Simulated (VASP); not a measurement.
# AlN: convergence, band structure

AlN, P6_3mc (no. 186), 4 atoms in the cell. TB-mBJ; PAW potentials Al, N (PBE set). VASP 6.6.1.

Wanted: band energies at the path's corners within 0.02 eV; smallest gap over path and mesh within 0.01 eV.

What the run is for: bands; Accuracy asked: standard; Route: KPOINTS_OPT.

Band energies at the path's corners: counted from the valence top.

POSCAR:
```
AlN
1.0
    3.1130000000      0.0000000000      0.0000000000
   -1.5565000000      2.6959370820      0.0000000000
    0.0000000000      0.0000000000      4.9810000000
Al N
2 2
Direct
    0.6666666667      0.3333333333      0.5000000000
    0.3333333333      0.6666666667      0.0000000000
    0.6666666667      0.3333333333      0.8800000000
    0.3333333333      0.6666666667      0.3800000000
```

The series start from Plane-wave cutoff (eV): 460; k-point mesh: 7 × 7 × 4; k points a path segment: 12; Electronic threshold (eV): 1e-6; Precision mode (PREC): Accurate; Bands in all (NBANDS): 22; Aspherical gradient terms in the spheres (LASPH): yes. Each series keeps the choices made before it, and each single choice may use up half of a tolerance. Times cover all steps of a run.

## Plane-wave cutoff (eV)

| Plane-wave cutoff (eV) | Band energies at the path's corners, largest deviation (eV) | Smallest gap over path and mesh (eV) | Time (s) |
|---|---|---|---|
| 320 | 0.065 | 5.363 | 30 |
| 400 | 0.011 | 5.376 | 35 |
| 460 | 0.009 | 5.385 | 41 |
| 520 | 0.002 | 5.383 | 45 |
| 640 (reference) | 0.000 | 5.382 | 78 |

Chosen: 460, the loosest value from which every tighter one stays within half of the tolerance.

## k-point mesh

| k-point mesh | Band energies at the path's corners, largest deviation (eV) | Smallest gap over path and mesh (eV) | Time (s) |
|---|---|---|---|
| 3 × 3 × 2 | 0.021 | 5.391 | 27 |
| 4 × 4 × 2 | 0.004 | 5.386 | 30 |
| 4 × 4 × 3 | 0.004 | 5.386 | 27 |
| 5 × 5 × 3 | 0.001 | 5.386 | 29 |
| 7 × 7 × 4 | 0.000 | 5.385 | 41 |
| 8 × 8 × 5 | 0.000 | 5.385 | 44 |
| 10 × 10 × 6 (reference) | 0.000 | 5.385 | 61 |

Chosen: 4 × 4 × 2.

## Electronic threshold (eV)

| Electronic threshold (eV) | Band energies at the path's corners, largest deviation (eV) | Smallest gap over path and mesh (eV) | Time (s) |
|---|---|---|---|
| 0.001 | 0.000 | 5.386 | 18 |
| 0.0001 | 0.000 | 5.386 | 19 |
| 1e-5 | 0.000 | 5.386 | 28 |
| 1e-6 | 0.000 | 5.386 | 22 |
| 1e-7 (reference) | 0.000 | 5.386 | 29 |

Chosen: 0.001.

## Precision mode (PREC)

| Precision mode (PREC) | Band energies at the path's corners, largest deviation (eV) | Smallest gap over path and mesh (eV) | Time (s) |
|---|---|---|---|
| SingleN | 0.050 | 5.430 | 12 |
| Normal | 0.002 | 5.387 | 12 |
| Accurate (reference) | 0.000 | 5.386 | 18 |

Chosen: Normal.

## Bands in all (NBANDS)

| Bands in all (NBANDS) | Band energies at the path's corners, largest deviation (eV) | Smallest gap over path and mesh (eV) | Time (s) |
|---|---|---|---|
| 10 | 0.089 | 5.384 | 8.8 |
| 11 | 0.031 | 5.390 | 7.5 |
| 12 | 0.007 | 5.382 | 9.1 |
| 14 | 0.005 | 5.381 | 11 |
| 22 | 0.003 | 5.387 | 12 |
| 32 (reference) | 0.000 | 5.386 | 15 |

Chosen: 12.

## Aspherical gradient terms in the spheres (LASPH)

| Aspherical gradient terms in the spheres (LASPH) | Band energies at the path's corners, largest deviation (eV) | Smallest gap over path and mesh (eV) | Time (s) |
|---|---|---|---|
| yes | 0.000 | 5.382 | 9.1 |
| no | 0.005 | 5.385 | 4.9 |

Chosen: no, the fastest of those that stay within half of the tolerance.

Also changed on the way, by series that aren't shown: k points a path segment: 5.

## All choices together

| Input | Band energies at the path's corners, largest deviation (eV) | Smallest gap over path and mesh (eV) | Time (s) |
|---|---|---|---|
| the program's defaults (naive) | 0.011 | 5.382 | 11 |
| chosen settings | 0.008 | 5.385 | 4.9 |
| reference settings throughout | 0.000 | 5.382 | 290 |

The tolerance is met.

## The input

INCAR.step1:
```
ISMEAR = 0
SIGMA = 0.03
LWAVE = True
LCHARG = False
NBANDS = 12
PREC = Normal
LASPH = False
LREAL = False
ALGO = Normal
EDIFF = 0.001
NELM = 120
GGA_COMPAT = False
ENCUT = 460
EFERMI = MIDGAP
GGA = PE
```

INCAR.step2, as INCAR.step1 but for:
```
- LWAVE = True
- GGA = PE
+ METAGGA = MBJ
+ LWAVE = False
+ LMIXTAU = True
+ ISTART = 1
```

KPOINTS:
```
Automatic mesh
0
Gamma
  4 4 2
  0 0 0
```

KPOINTS_OPT:
```
path GMKGALHA,LM,KH
5
line-mode
reciprocal
 0.0000000000  0.0000000000  0.0000000000  G
 0.5000000000  0.0000000000  0.0000000000  M

 0.5000000000  0.0000000000  0.0000000000  M
 0.3333333333  0.3333333333  0.0000000000  K

 0.3333333333  0.3333333333  0.0000000000  K
 0.0000000000  0.0000000000  0.0000000000  G

 0.0000000000  0.0000000000  0.0000000000  G
 0.0000000000  0.0000000000  0.5000000000  A

 0.0000000000  0.0000000000  0.5000000000  A
 0.5000000000  0.0000000000  0.5000000000  L

 0.5000000000  0.0000000000  0.5000000000  L
 0.3333333333  0.3333333333  0.5000000000  H

 0.3333333333  0.3333333333  0.5000000000  H
 0.0000000000  0.0000000000  0.5000000000  A

 0.5000000000  0.0000000000  0.5000000000  L
 0.5000000000  0.0000000000  0.0000000000  M

 0.3333333333  0.3333333333  0.0000000000  K
 0.3333333333  0.3333333333  0.5000000000  H
```

Commands (each step's output is kept before the next begins):
```
cat potpaw_PBE.64/Al/POTCAR potpaw_PBE.64/N/POTCAR > POTCAR
cp INCAR.step1 INCAR
mpirun -np 1 vasp_std > vasp.out
cp INCAR.step2 INCAR
mpirun -np 1 vasp_std > vasp.out
```

The naive input happens to agree within the tolerance here, in 11 s.

The chosen input took VASP 6.6.1 4.9 s on 1 core (Intel Xeon 6975P-C (Granite Rapids)), a shared host.

## An input that fails: cutoff far too low

It runs to its end, but against the unchanged starting input it is off by 0.170 eV in the band energies at the path's corners, 0.109 eV in the smallest gap over path and mesh.

Changes against the starting input:
```
(all steps)
- NELM = 120
- ENCUT = 460
+ NELM = 62
+ ENCUT = 220
```
